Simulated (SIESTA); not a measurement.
GaAs:

```xyz
2
Lattice="0.0000 2.8268 2.8268 2.8268 0.0000 2.8268 2.8268 2.8268 0.0000" Properties=species:S:1:pos:R:3 pbc="T T T"
As    4.2403    4.2403    4.2403
Ga    0.0000    0.0000    0.0000
```

Base run:

```yaml
Program: SIESTA 5.4.2
Functional: vdW-DF-cx
Potentials_or_basis: PseudoDojo 0.4 standard (PBE files)
Basis: DZP (energy shift 0.002 Ry; radii capped at 9.5 bohr)
Grid_cutoff: 800 Ry
Energy_shift: 0.002 Ry
k_mesh: 8 × 8 × 8
Occupations: fermi-dirac, width 0.05 eV
Spin: no spin polarisation
```

Its results: band gap on the k mesh 0.48 eV, direct; pressure 3.6 GPa.

**Question.** After a change of settings the same cell gave: band gap on the k mesh 0.56 eV, direct; pressure 5.4 GPa. Which change was it?
A. functional from vdW-DF-cx to AM05; potentials or basis from PseudoDojo 0.4 standard (PBE files) to PseudoDojo 0.4 standard (PBEsol files)
B. functional from vdW-DF-cx to PBE
C. functional from vdW-DF-cx to BLYP

**Answer.** B.

Caveats: semicore shells carry a single zeta, which can move pressures by several GPa and volumes by a few percent; the basis of atomic orbitals isn't converged, which shifts pressures, moduli and gaps; the potentials were made for another functional, which shifts forces and pressure (some runs).
